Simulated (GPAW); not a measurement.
Runs of GPAW 26.7.0 on Fe. Symmetry: Im-3m, No. 229, cubic system. The conventional cell has a = 2.886 Å, b = 2.886 Å, c = 2.886 Å, α = 90.00°, β = 90.00°, γ = 90.00°. Fe (site symmetry m-3m) is surrounded by 8 Fe at 2.50 Å. 

| task | level | U | cell | optimizer | fmax | max steps | convergence | band path | gap on the mesh (eV) | pressure (GPa) | moment (μB) | relaxed volume (Å³/atom) |
| --- | --- | --- | --- | --- | --- | --- | --- | --- | --- | --- | --- | --- |
| relaxation of cell and atoms | PBEsol+D4 | - | relaxed | BFGS | 0.02 eV/Å | 60 | density=1e-05 forces=0.0001 | - | none | -0.2 | 2.05 | 10.81 |
| band structure | PBEsol+U | Fe d U = 2 eV | as given | - | - | - | - | GHNGPH,PN | - | -2.7 | (b) | - |
| band structure | PBEsol+U | Fe d U = 8 eV | as given | - | - | - | - | GHNGPH,PN | - | 33.0 | 3.39 | - |
| band structure | PBEsol+U | Fe d U = 3 eV | as given | - | - | - | - | GHNGPH,PN | - | 6.4 | 2.92 | - |
| band structure | PBEsol | - | as given | - | - | - | - | GHNGPH,PN | - | -16.0 | 2.26 | - |
| band structure | PBEsol+U | Fe d U = 4 eV | as given | - | - | - | - | GHNGPH,PN | - | 9.2 | (a) | - |
| band structure | PBEsol+U | Fe d U = 6 eV | as given | - | - | - | - | GHNGPH,PN | - | 18.9 | 3.10 | - |
| relaxation of cell and atoms | PBEsol+D3(BJ)+ATM | - | relaxed | BFGS | 0.02 eV/Å | 60 | density=1e-05 forces=0.0001 | - | none | -0.2 | 2.05 | 10.76 |

Alike in all rows: potentials or basis PAW data sets generated in the run's folder for this functional, pw; spin collinear, ferromagnetic start; k mesh 13 × 13 × 13; cutoff (eV) 600; smearing fermi-dirac 0.05 eV.

Problem. Fill in the values left out.

Solution. (a) 2.94; (b) 2.69.

Caveats: the U is typed as a test and isn't derived for this compound (some runs); each step starts from the last one's moments, so a moment once lost doesn't come back (some runs); later steps reuse the first step's grids (some runs); pairwise dispersion overbinds metals, which lowers pressure and volume (some runs); a pressure of tens of GPa on the cell as given is suspect, and the run, the potentials or the cell itself is likely at fault (some runs).

A gap of «none» marks a metal or a gap under the smearing width.

Runs at the PBE level aren't shown here.
